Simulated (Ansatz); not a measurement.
## AlNi in Ansatz: the effect of functional

The system is AlNi.

```
Ni Al
1.0
     2.25372   -1.36621    0.00000
     2.25372    1.36621    0.00000
    -1.32876    0.00000    3.80161
Ni Al
1 1
Direct
  0.50000 0.50000 0.50000
  0.00000 0.00000 0.00000
```

The cell comes from a database or a generator and needn't be the stable form of this composition.

The cell isn't the ideal one: volume scaled by 0.94.

Alike in all runs:

- Program: Ansatz 0.2.0
- Task: single point
- Potentials or basis: Ansatz PAW
- k mesh: 11 × 11 × 7
- Occupations: fermi-dirac, width 0.05 eV
- Spin: collinear spin, ferromagnetic start
- Starting moments: [1.0, 0.0] μB

| functional | cutoff | pressure (GPa) |
| --- | --- | --- |
| LDA | 420 eV (not typed: the program's choice for these potentials) | ? |
| PBEsol | 420 eV (not typed: the program's choice for these potentials) | 7.1 |
| r2SCAN | 500 eV (not typed: the program's choice for these potentials) | 7.6 |

Problem. What does the run with functional LDA give?

Solution. Pressure 1.6 GPa.

Caveats: the PAW data sets come from PBE, with cores solved anew for the run's functional, which leaves a small shift of forces and pressure; the starting moments weren't kept; the magnetic or orbital state may not be the lowest (some runs).

Runs at the PBE level aren't shown here.
